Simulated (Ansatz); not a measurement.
Set up this calculation in Ansatz 0.2.0, as the native input.

```yaml
Task: relaxation of cell and atoms
Functional: LDA
Potentials_or_basis: Ansatz PAW
Cutoff: "420 eV (not typed: the program's choice for these potentials)"
k_mesh: 5 × 5 × 5
Occupations: fermi-dirac, width 0.05 eV
Spin: no spin polarisation
```

The system is W.

```
W
1.0
     5.08300    0.00000    0.00000
     0.00000    5.08300    0.00000
     0.00000    0.00000    5.08300
W
8
Direct
  0.50000 0.25000 0.00000
  0.50000 0.75000 0.00000
  0.75000 0.00000 0.50000
  0.25000 0.00000 0.50000
  0.00000 0.50000 0.75000
  0.00000 0.50000 0.25000
  0.50000 0.50000 0.50000
  0.00000 0.00000 0.00000
```

This isn't the form of W at room conditions, which is bcc.

The input as run:

input.yaml

```yaml
crystal:
  lattice:
    - [5.083, 0.0, 0.0]
    - [0.0, 5.083, 0.0]
    - [0.0, 0.0, 5.083]
  atoms:
    - { symbol: W, position: [0.5, 0.25, 0.0] }
    - { symbol: W, position: [0.5, 0.75, 0.0] }
    - { symbol: W, position: [0.75, 0.0, 0.5] }
    - { symbol: W, position: [0.25, 0.0, 0.5] }
    - { symbol: W, position: [0.0, 0.5, 0.75] }
    - { symbol: W, position: [0.0, 0.5, 0.25] }
    - { symbol: W, position: [0.5, 0.5, 0.5] }
    - { symbol: W, position: [0.0, 0.0, 0.0] }
hamiltonian:
  xc: lda
  pseudopotentials: { kind: paw }
kpoints:
  mp_grid: { grid: [5, 5, 5] }
scf:
  occupations: { method: fermi_dirac, width: 0.05 }
output:
  forces: true
  stress: true
  eigenvalues: true
relax:
  f_tol: 0.01
  max_steps: 40
  cell: { stress_tol: 0.05 }
```

Potentials or basis: Ansatz PAW.

The run is started by

```bash
$ ansatz run input.yaml --threads 4 --pin off --max-ram 11264MiB --backend cpu --events-out ev --progress --plain --runs-dir out
```

It gave:

```json
{
  "Relaxed volume": "15.64 Å³/atom",
  "Relaxed cell": "a = 5.002 Å, b = 5.002 Å, c = 5.002 Å, α = 90.00°, β = 90.00°, γ = 90.00°",
  "Space group after relaxing (to 0.05 Å)": "Pm-3n (No. 223)",
  "Energy gained by relaxing": "36.4 meV/atom",
  "Ionic steps": "4",
  "Pressure after relaxing": "0.0 GPa",
  "Band gap on the k mesh": "none (metal or under the smearing width)"
}
```

Caveat: the plane-wave basis is chosen anew once the cell has moved, so the energies of steps on either side of that aren't comparable; the PAW data sets come from PBE, with cores solved anew for the run's functional, which leaves a small shift of forces and pressure.

Run time: 17 s on 4 threads of Intel(R) Xeon(R) Processor @ 2.50GHz (Skylake/Cascade Lake), on a shared host, peak memory 0.55 GiB.
